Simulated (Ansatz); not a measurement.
CsPbCl3 (Amm2) from a database structure at its r2SCAN geometry, run in the PAW code Ansatz at 4 levels of theory. (Simulation; no magnetic order is allowed.)

The LDA input:
```yaml
crystal:
  lattice:
    - [5.7596634079, 0.0, 0.0]
    - [0.0, 5.5628097187, 5.5628178759]
    - [0.0, -5.5628097187, 5.5628178759]
  atoms:
    - { symbol: Cs, position: [0.5, 0.9929997468, 0.9929997468] }
    - { symbol: Cs, position: [0.5, 0.4920869614, 0.4920869614] }
    - { symbol: Pb, position: [0.0, 0.4928912342, 0.992727481] }
    - { symbol: Pb, position: [0.0, 0.992727481, 0.4928912342] }
    - { symbol: Cl, position: [0.0, 0.6831121407, 0.3024594797] }
    - { symbol: Cl, position: [0.5, 0.992866592, 0.492670768] }
    - { symbol: Cl, position: [0.5, 0.492670768, 0.992866592] }
    - { symbol: Cl, position: [0.0, 0.8027656506, 0.8027656506] }
    - { symbol: Cl, position: [0.0, 0.1834169556, 0.1834169556] }
    - { symbol: Cl, position: [0.0, 0.3024594797, 0.6831121407] }
kpoints:
  mp_grid: { grid: [4, 4, 4] }
  band_path:
    path:
      - [0.0, 0.0, 0.0]
      - [0.0, 0.5, 0.5]
      - [0.5, 0.0, 0.0]
      - [0.5, 0.4999992668, -0.4999992668]
      - [0.0, 0.5, 0.0]
      - [0.5, 0.5, 0.0]
    npoints: 1
hamiltonian:
  xc: lda
scf:
  occupations: { method: fixed }
  n_extra_bands: 6
output:
  forces: true
  stress: true
  eigenvalues: true
```

Main results, then, where recorded, the levels near the gap in eV from the Fermi energy (columns number the bands from 0), one row a point of the path (Γ, Y, Z, A₀, S, R):
```
Crystal: 10 atoms, lattice volume = 356.464 Å³
Symmetry: 4 space group operations
Space group: Amm2 (ITA 38)
```
```
Basis set: ecut = 420 eV, 6987 PW (Γ)
Bands: 50, of which v1, the nominal top of the filled ones, is band 44 counted from 1 (43 counted from 0)
k-points: 21 of 64 (time reversal used)
Free energy (F): -40493.537295 eV
Fermi energy:    3.100723 eV
--- Forces (eV/Å), atoms counted from 1 ---
  atom   1  Cs      0.00000      0.00000      0.00022
  atom   2  Cs      0.00000      0.00000    -0.00131
  atom   3  Pb      0.00000      0.00024      0.00026
  atom   4  Pb      0.00000    -0.00024      0.00026
  atom   5  Cl      0.00000      0.00574    -0.00025
  atom   6  Cl      0.00000      0.00114      0.00049
  atom   7  Cl      0.00000    -0.00114      0.00049
  atom   8  Cl      0.00000      0.00000    -0.00570
  atom   9  Cl      0.00000      0.00000      0.00579
  atom  10  Cl      0.00000    -0.00574    -0.00025
--- Stress (GPa, compression-positive) ---
       -2.271490       0.000000       0.000000
        0.000000      -2.032290       0.000000
        0.000000       0.000000      -2.032280
  P = ⅓ Tr σ = -2.1120 GPa (-21.120 kbar)
```
```tsv
band_39	band_40	band_41	band_42	band_43	band_44	band_45	band_46
-1.894	-1.829	-1.829	-1.745	-0.648	2.796	2.796	3.718
-2.043	-1.939	-1.939	-1.400	-1.400	3.062	3.062	5.066
-1.781	-1.659	-1.659	-1.225	0.000	2.069	2.277	2.277
-1.980	-1.716	-1.716	-0.698	-0.698	2.562	2.562	2.703
-1.998	-1.933	-1.932	-1.559	-1.556	4.035	4.037	4.258
-1.892	-1.792	-1.791	-0.924	-0.923	2.530	2.531	3.721
```

LDA gives a direct gap of 2.07 eV at Z.

PBE+SOC. Against the first input these blocks differ (the band path and keys that only write files left aside):
```yaml
hamiltonian:
  xc: pbe
scf:
  occupations: { method: fixed }
  n_extra_bands: 12
magnetization:
  noncollinear: true
  spin_orbit: true
```

```
Basis set: ecut = 420 eV, 6987 PW (Γ)
Bands: 100, of which v1, the nominal top of the filled ones, is band 88 counted from 1 (87 counted from 0)
k-points: 21 of 64 (time reversal used)
Free energy (F): -41732.123423 eV
Fermi energy:    3.453555 eV
--- Forces (eV/Å), atoms counted from 1 ---
  atom   1  Cs      0.00000      0.00000    -0.00039
  atom   2  Cs      0.00000      0.00000      0.00056
  atom   3  Pb      0.00000      0.00081    -0.00018
  atom   4  Pb      0.00000    -0.00081    -0.00018
  atom   5  Cl      0.00000    -0.01798      0.00025
  atom   6  Cl      0.00000    -0.00001      0.00000
  atom   7  Cl      0.00000      0.00001      0.00000
  atom   8  Cl      0.00000      0.00000      0.01783
  atom   9  Cl      0.00000      0.00000    -0.01813
  atom  10  Cl      0.00000      0.01798      0.00025
--- Stress (GPa, compression-positive) ---
        0.678563       0.000000       0.000000
        0.000000       0.717274       0.000000
        0.000000       0.000000       0.717268
  P = ⅓ Tr σ = 0.7044 GPa (7.044 kbar)
```
```tsv
band_78	band_79	band_80	band_81	band_82	band_83	band_84	band_85	band_86	band_87	band_88	band_89	band_90	band_91	band_92	band_93
-2.031	-2.031	-1.913	-1.913	-1.892	-1.892	-1.834	-1.834	-0.666	-0.666	2.081	2.081	3.451	3.451	4.043	4.043
-2.121	-2.121	-2.017	-2.017	-2.017	-2.017	-1.434	-1.434	-1.434	-1.434	2.829	2.829	2.829	2.829	4.949	4.949
-1.882	-1.882	-1.791	-1.791	-1.747	-1.747	-1.266	-1.266	0.000	0.000	1.213	1.213	2.487	2.487	2.896	2.896
-2.074	-2.074	-1.821	-1.821	-1.821	-1.821	-0.706	-0.706	-0.706	-0.706	1.943	1.943	1.943	1.943	3.281	3.281
-2.095	-2.095	-2.004	-2.004	-2.003	-2.003	-1.621	-1.621	-1.618	-1.618	3.417	3.417	3.421	3.421	4.644	4.644
-1.982	-1.982	-1.892	-1.892	-1.891	-1.891	-0.944	-0.944	-0.944	-0.944	2.156	2.156	2.158	2.158	3.805	3.805
```

The PBE+SOC gap is direct at Z: 1.21 eV. At this geometry PBE+SOC finds +0.70 GPa, compression counted positive: its own equilibrium volume is larger.

r2SCAN. Against the first input these blocks differ (the band path and keys that only write files left aside):
```yaml
hamiltonian:
  xc: r2scan
```

```
Basis set: ecut = 500 eV, 9085 PW (Γ)
Bands: 50, of which v1, the nominal top of the filled ones, is band 44 counted from 1 (43 counted from 0)
k-points: 21 of 64 (time reversal used)
Free energy (F): -41732.438160 eV
Fermi energy:    3.194447 eV
--- Forces (eV/Å), atoms counted from 1 ---
  atom   1  Cs      0.00000      0.00000    -0.00042
  atom   2  Cs      0.00000      0.00000      0.00018
  atom   3  Pb      0.00000      0.00063    -0.00007
  atom   4  Pb      0.00000    -0.00063    -0.00007
  atom   5  Cl      0.00000      0.00042      0.00008
  atom   6  Cl      0.00000      0.00003    -0.00001
  atom   7  Cl      0.00000    -0.00003    -0.00001
  atom   8  Cl      0.00000      0.00000    -0.00048
  atom   9  Cl      0.00000      0.00000      0.00037
  atom  10  Cl      0.00000    -0.00042      0.00008
--- Stress (GPa, compression-positive) ---
        0.003874       0.000000       0.000000
        0.000000      -0.002453       0.000000
        0.000000       0.000000      -0.002454
  P = ⅓ Tr σ = -0.0003 GPa (-0.003 kbar)
```
```tsv
band_39	band_40	band_41	band_42	band_43	band_44	band_45	band_46
-2.117	-2.053	-2.053	-1.937	-0.696	3.366	3.366	4.536
-2.265	-2.156	-2.156	-1.505	-1.505	3.649	3.649	5.640
-1.998	-1.889	-1.889	-1.338	0.000	2.655	2.857	2.857
-2.196	-1.940	-1.940	-0.739	-0.739	3.133	3.133	3.278
-2.217	-2.142	-2.141	-1.706	-1.702	4.657	4.658	4.838
-2.107	-2.017	-2.016	-0.966	-0.966	3.102	3.103	4.281
```

r2SCAN gives a direct gap of 2.66 eV at Z. The mean stress is close to zero (0.00 GPa).

**Question.** In the first input these blocks are replaced (the band path and keys that only write files left aside):
```yaml
kpoints:
  mp_grid: { grid: [4, 2, 2] }
hamiltonian:
  xc: hse06
```
What comes out?

**Answer.**
```
Basis set: ecut = 420 eV, 6987 PW (Γ)
Bands: 50, of which v1, the nominal top of the filled ones, is band 44 counted from 1 (43 counted from 0)
k-points: 9 of 16
Exchange kernel: α = 0.2500, screened, ω = 0.2079 Å⁻¹, Wigner–Seitz truncation, v(0) = 1037.6384 eV·Å³, q-mesh 4×2×2
hybrid outer 1: dexx = +1.670e-2 eV, tail = 3.62e-5 eV
hybrid outer 2: dexx = +3.769e-7 eV, tail = 1.25e-8 eV, Δε = 2.55e-3 eV, ΔF = 4.23e-3 eV/Å
Free energy (F): -41668.101171 eV
Fermi energy:    2.960392 eV
--- Forces (eV/Å), atoms counted from 1 ---
  atom   1  Cs      0.00000      0.00000    -0.00035
  atom   2  Cs      0.00000      0.00000      0.00040
  atom   3  Pb      0.00000      0.00074    -0.00011
  atom   4  Pb      0.00000    -0.00074    -0.00011
  atom   5  Cl      0.00000    -0.01957    -0.00006
  atom   6  Cl      0.00000      0.00013      0.00014
  atom   7  Cl      0.00000    -0.00013      0.00014
  atom   8  Cl      0.00000      0.00000      0.01963
  atom   9  Cl      0.00000      0.00000    -0.01949
  atom  10  Cl      0.00000      0.01957    -0.00006
--- Stress (GPa, compression-positive) ---
        0.292401       0.000000       0.000000
        0.000000       0.433349       0.000000
        0.000000       0.000000       0.433351
  P = ⅓ Tr σ = 0.3864 GPa (3.864 kbar)
```
```tsv
band_39	band_40	band_41	band_42	band_43	band_44	band_45	band_46
-2.443	-2.385	-2.385	-2.257	-0.768	3.739	3.739	4.854
-2.607	-2.498	-2.498	-1.657	-1.657	4.021	4.022	6.139
-2.312	-2.222	-2.222	-1.496	0.000	3.006	3.217	3.217
-2.529	-2.276	-2.276	-0.806	-0.806	3.495	3.495	3.646
-2.557	-2.468	-2.467	-1.929	-1.925	5.066	5.068	5.277
-2.432	-2.356	-2.356	-1.058	-1.058	3.462	3.463	4.704
```
HSE06 gives a direct gap of 3.01 eV at Z. The mean stress, +0.4 GPa, is small, and the program warns that its thresholds are loose for a hybrid's stress.

The hybrids run on coarser meshes, which limits their stresses and small splittings of levels.

Totals of different functionals, or with and without spin-orbit coupling, can't be compared.

Only the levels marked +SOC include spin-orbit coupling.

The meshes of the hybrids are coarse, so their gaps aren't converged to the digits shown.
